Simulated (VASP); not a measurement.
# V (Fmmm) in VASP: further runs

The runs below take V through single point, with PBEsol.

Everything below comes from runs of VASP 6.6.1. Logs are shortened: lines on timing, memory, paths and dates and some standing lists are left out, and cuts for length are marked.

**1. The cell of the first run**

The structure is orthorhombic, space group Fmmm (No. 69). Conventional cell: a = 3.026 Å, b = 3.958 Å, c = 4.600 Å, α = 90.00°, β = 90.00°, γ = 90.00°. Around V (site symmetry mmm) lie 8 V at 2.49 to 2.75 Å.

This isn't the form of V at room conditions, which is bcc.

**2. Single point, PBEsol (strain -0.1500 x Voigt [0, 0, 0, 0, 0, 1], atoms carried along)**

INCAR

```
PREC = Accurate ; ENCUT = 520
EDIFF = 1E-7 ; ISMEAR = 0
SIGMA = 0.15 ; LREAL = F
LASPH = T ; NELM = 100
ALGO = Fast ; ISIF = 2
LWAVE = F ; LCHARG = F
GGA = PS ; NBANDS = 12
```

KPOINTS

```
Automatic mesh
0
Gamma
  22 22 22
```

POSCAR

```
V
1.0
   -1.6264750000      1.6264750000      1.5130000000
    1.6264750000     -1.6264750000      1.5130000000
    1.3995250000      1.3995250000     -1.5130000000
V
1
Direct
    0.0000000000      0.0000000000      0.0000000000
```

Potentials or basis: VASP PAW PBE potentials, release 64 (V_sv).

Launch:

```console
cat potpaw_PBE.64/V_sv/POTCAR > POTCAR
mpirun -np 1 vasp_std > vasp.out
```

OUTCAR:

```text
PREC = Accurate
   ENCUT = 520
   EDIFF = 1E-7
   ISMEAR = 0
   LREAL = F
   LASPH = T
   NELM = 100
   ISIF = 2
   GGA = PS

 ion  position               nearest neighbor table
   1  0.000  0.000  0.000-

  LATTYP: Found a face centered orthorhombic cell.
 ALAT       =     3.0260000000
 B/A-ratio  =     1.3081475452
 C/A-ratio  =     1.5202795796

  Lattice vectors:

 A1 = (  -0.2269500000,   3.0260000000,   0.0000000000)
 A2 = (  -1.6264750000,   1.6264750000,   1.5130000000)
 A3 = (   1.3995250000,   1.3995250000,   1.5130000000)

Analysis of symmetry for initial positions (statically):
=====================================================================
 Subroutine PRICEL returns:
 Original cell was already a primitive cell.

 Routine SETGRP: Setting up the symmetry group for a
 face centered orthorhombic supercell.

 Subroutine GETGRP returns: Found  8 space group operations
 (whereof  8 operations were pure point group operations)
 out of a pool of  8 trial point group operations.

The static configuration has the point symmetry D_2h.

Analysis of symmetry for dynamics (positions and initial velocities):
=====================================================================
 Subroutine PRICEL returns:
 Original cell was already a primitive cell.

 Routine SETGRP: Setting up the symmetry group for a
 face centered orthorhombic supercell.

 Subroutine GETGRP returns: Found  8 space group operations
 (whereof  8 operations were pure point group operations)
 out of a pool of  8 trial point group operations.

The dynamic configuration has the point symmetry D_2h.

 Subroutine INISYM returns: Found  8 space group operations
 (whereof  8 operations are pure point group operations),
 and found     1 'primitive' translations

----------------------------------------------------------------------------------------

                                     Primitive cell

  volume of cell :      13.7761

  direct lattice vectors                    reciprocal lattice vectors
    -1.626475000  1.626475000  1.513000000     0.024925400  0.332338671  0.330469266
     1.626475000 -1.626475000  1.513000000     0.332338671  0.024925400  0.330469266
     1.399525000  1.399525000 -1.513000000     0.357264072  0.357264072  0.000000000

  length of vectors
     2.753181950  2.753181950  2.491286706     0.469340179  0.469340179  0.505247696

  position of ions in fractional coordinates (direct lattice)
     0.000000000  0.000000000  0.000000000

  ion indices of the primitive-cell ions
   primitive index   ion index
                 1           1

----------------------------------------------------------------------------------------

 KPOINTS: Automatic mesh

Automatic generation of k-mesh.
 Grid dimensions read from file:
 generate k-points for:   22   22   22

 Generating k-lattice:

  Cartesian coordinates                     Fractional coordinates (reciprocal lattice)
     0.001132973  0.015106303  0.015021330     0.045454545  0.000000000 -0.000000000
     0.015106303  0.001132973  0.015021330     0.000000000  0.045454545 -0.000000000
     0.016239276  0.016239276  0.000000000     0.000000000  0.000000000  0.045454545

  Length of vectors
     0.021333645  0.021333645  0.022965804

  Shift w.r.t. Gamma in fractional coordinates (k-lattice)
     0.000000000  0.000000000  0.000000000

 Subroutine IBZKPT returns following result:
 ===========================================

 Found   1530 irreducible k-points:

 Following reciprocal coordinates:
            Coordinates               Weight
  0.000000  0.000000  0.000000      1.000000
  0.045455  0.000000  0.000000      8.000000
  0.090909  0.000000  0.000000      8.000000
  0.136364 -0.000000  0.000000      8.000000
  0.181818  0.000000  0.000000      8.000000
  0.227273  0.000000 -0.000000      8.000000
[... 16 lines left out ...]
  0.500000  0.045455  0.000000      8.000000
 -0.454545  0.045455  0.000000      8.000000
 [... further k-points ...]
   k-points           NKPTS =   1530   k-points in BZ     NKDIM =   1530   number of bands    NBANDS=     12
   number of dos      NEDOS =    301   number of ions     NIONS =      1
   total plane-waves  NPLWV =   8000
   dimension x,y,z NGX =    20 NGY =   20 NGZ =   20
   dimension x,y,z NGXF=    40 NGYF=   40 NGZF=   40
   ions per type =               1
   NGX,Y,Z   is equivalent  to a cutoff of  12.08, 12.08, 13.35 a.u.
   NGXF,Y,Z  is equivalent  to a cutoff of  24.15, 24.15, 26.69 a.u.
 SYSTEM =  unknown system
   PREC   = accura    normal or accurate (medium, high low for compatibility)
   ISTART =      0    job   : 0-new  1-cont  2-samecut
   ICHARG =      2    charge: 1-file 2-atom 10-const
   ISPIN  =      1    spin polarized calculation?
   LNONCOLLINEAR =      F non collinear calculations
   LSORBIT =      F    spin-orbit coupling
   LASPH  =      T    aspherical Exc in radial PAW
   ENCUT  =  520.0 eV  38.22 Ry    6.18 a.u.   5.12  5.12  4.63*2*pi/ulx,y,z
   NELM   =    100;   NELMIN=  2; NELMDL= -5     # of ELM steps
   EDIFF  = 0.1E-06   stopping-criterion for ELM
   LREAL  =      F    real-space projection
   EDIFFG = 0.1E-05   stopping-criterion for IOM
   NSW    =      0    number of steps for IOM
   IBRION =     -1    ionic relax: 0-MD 1-quasi-New 2-CG
   NFREE  =      0    steps in history (QN), initial steepest desc. (CG)
   ISIF   =      2    stress and relaxation
   ISYM   =      2    0-nonsym 1-usesym 2-fastsym
   POTIM  = 0.5000    time-step for ionic-motion
   TEBEG  =    0.0;   TEEND  =   0.0 temperature during run
   PSTRESS=    0.0 pullay stress
   NELECT =      13.0000    total number of electrons
   NUPDOWN=      -1.0000    fix difference up-down
   EMIN   =  10.00;   EMAX   =-10.00  energy-range for DOS
   EFERMI =   0.00;   METHOD = LEGACY
   ISMEAR =     0;   SIGMA  =   0.15  broadening in eV -4-tet -1-fermi 0-gaus
   EFERMI_NEDOS =   21; number of points for ismear=-14 and -15
   IALGO  =     68    algorithm
   IMIX   =      4    mixing-type and parameters
     AMIX     =   0.40;   BMIX     =  1.00
     AMIX_MAG =   1.60;   BMIX_MAG =  1.00
  volume/ion in A,a.u.               =      13.78        92.97
  Fermi-wavevector in a.u.,A,eV,Ry     =   1.605759  3.034444 35.082093  2.578461
  Thomas-Fermi vector in A             =   2.702054
   LORBIT       =      0    0 simple, 1 ext, 2 COOP (PROOUT), +10 PAW based schemes
   GGA     = PS    functional components
   LHFCALC =     F    Hartree Fock is set to
   AEXX    =    0.0000 exact exchange contribution
   IVDW    =     0    specifies the selected vdW correction
   LEPSILON=     F    determine dielectric tensor
   LRPA    =     F    only Hartree local field effects (RPA)
 non-spin polarized calculation
 RMM-DIIS sequential band-by-band and
 Gauss-broadening in eV      SIGMA  =   0.15
  energy-cutoff  :      520.00
  volume of cell :       13.78
 maximum number of plane-waves:       392
   NGX = 11   NGY = 11   NGZ =  9

 number of electron      12.9999997 magnetization

 Free energy of the ion-electron system (eV)
  ---------------------------------------------------
  ext. energy  EPLUGINS =         0.00000000
  ---------------------------------------------------
  free energy    TOTEN  =        -9.59672250 eV

  energy without entropy =       -9.57779612  energy(sigma->0) =       -9.58725931

 E-fermi :   9.3127     XC(G=0): -12.9183

 val. band max:        9.3122034344   @ k =  -0.0909   0.2273   0.3636
 cond. band min:       9.3135180576   @ k =   0.2727   0.0000   0.2727
 fundamental gap:      0.0013146232
 Fermi energy:         9.3126958630

 k-point     1 :       0.0000    0.0000    0.0000
  band No.  band energies     occupation
      1     -54.2000      2.00000
      2     -27.7984      2.00000
      3     -27.5815      2.00000
      4     -27.4349      2.00000
      5       2.7609      2.00000
      6       8.9068      1.99987
      7       9.3478      0.74088
      8      10.4794      0.00000
      9      11.7368      0.00000
     10      12.0636      0.00000
     11      27.7019      0.00000
     12      29.7748      0.00000

 k-point     2 :       0.0455    0.0000    0.0000
  band No.  band energies     occupation
      1     -54.1959      2.00000
      2     -27.8026      2.00000
      3     -27.5920      2.00000
      4     -27.4451      2.00000
      5       2.8436      2.00000
      6       8.9242      1.99975
      7       9.3677      0.60411
      8      10.4656      0.00000
      9      11.7039      0.00000
     10      12.0463      0.00000
     11      27.7295      0.00000
     12      29.6858      0.00000

 k-point     3 :       0.0909    0.0000    0.0000
  band No.  band energies     occupation
      1     -54.1841      2.00000
      2     -27.8160      2.00000
      3     -27.6286      2.00000
      4     -27.4675      2.00000
      5       3.0875      2.00000
      6       8.9534      1.99929
      7       9.4325      0.25851
      8      10.4311      0.00000
      9      11.6207      0.00000
     10      12.0054      0.00000
     11      27.7725      0.00000
     12      29.3556      0.00000
[... 286 lines left out ...]
 k-point    23 :       0.5000    0.0455    0.0000
  band No.  band energies     occupation
      1     -53.9984      2.00000
      2     -28.5164      2.00000
      3     -27.9477      2.00000
      4     -27.5217      2.00000
      5       6.2541      2.00000
      6       8.1477      2.00000
      7      10.6885      0.00000
      8      11.7639      0.00000
      9      12.1094      0.00000
     10      13.2842      0.00000
     11      19.3710      0.00000
     12      24.0188      0.00000

 k-point    24 :      -0.4545    0.0455    0.0000
  band No.  band energies     occupation
      1     -54.0083      2.00000
      2     -28.4686      2.00000
      3     -27.9433      2.00000
      4     -27.5221      2.00000
      5       6.2233      2.00000
      6       8.1917      2.00000
      7      10.3708      0.00000
      8      11.7606      0.00000
      9      12.0563      0.00000
     10      13.0532      0.00000
     11      19.9941      0.00000
     12      24.2044      0.00000

 [... further k-points ...]
[... 5 lines left out ...]
  --------------------------------------------------------------------------------------
  -------------------------------------------------------------------------------------
  Total       -0.9352082     -0.9352082     -0.7844093      0.3336502      0.0000000      0.0000000
  in kB     -108.7656856   -108.7656856    -91.2276226     38.8038661      0.0000000      0.0000000
  external PRESSURE =    -102.9196646 kB  Pullay stress =       0.0000000 kB

 VOLUME and BASIS-vectors are now :
 -----------------------------------------------------------------------------
  energy-cutoff  :      520.00
  volume of cell :       13.78
      direct lattice vectors                 reciprocal lattice vectors
    -1.626475000  1.626475000  1.513000000     0.024925400  0.332338671  0.330469266
     1.626475000 -1.626475000  1.513000000     0.332338671  0.024925400  0.330469266
     1.399525000  1.399525000 -1.513000000     0.357264072  0.357264072  0.000000000

 POSITION                                       TOTAL-FORCE (eV/Angst)
 -----------------------------------------------------------------------------------
      0.00000      0.00000      0.00000         0.000000     -0.000000      0.000000
 -----------------------------------------------------------------------------------
    total drift:                                0.000000     -0.000000      0.000000

  FREE ENERGIE OF THE ION-ELECTRON SYSTEM (eV)
  ---------------------------------------------------
  free  energy   TOTEN  =        -9.5967224977 eV

  energy  without entropy=       -9.5777961236  energy(sigma->0) =       -9.58725931
```

It took 2.1 min on 1 thread of Intel Xeon Platinum 8488C (Sapphire Rapids), shared host; peak memory 0.34 GiB.

What came out:

```yaml
Free_energy: -9.5967 eV
Pressure: -10.3 GPa
Band_gap_on_the_k_mesh: none (metal or under the smearing width)
```

Levels at points of the mesh, in eV from the Fermi level:
```
           k point  band 3  band 4  band 5  band 6  band 7  band 8  band 9  band 10  band 11  band 12
(0.00, 0.00, 0.00)  -36.89  -36.75   -6.55   -0.41    0.04    1.17    2.42     2.75    18.39    20.46
(0.50, 0.00, 0.00)  -37.25  -36.83   -3.09   -1.17    1.60    2.43    2.70     3.92     9.97    14.91
(0.50, 0.50, 0.00)  -37.03  -36.78   -3.20   -1.42    0.39    2.93    3.18     3.64     8.53    17.08
(0.00, 0.00, 0.50)  -37.37  -37.06   -3.17   -0.93    2.04    2.06    2.98     4.60    11.31    14.57
(0.50, 0.50, 0.50)  -37.56  -37.38   -3.03   -2.81    2.87    3.54    4.44     9.76     9.92    10.64
```

Caveat: the PAW data sets were made with another functional, which shifts forces and pressure a little.

(Continued in part 2 of 2.)
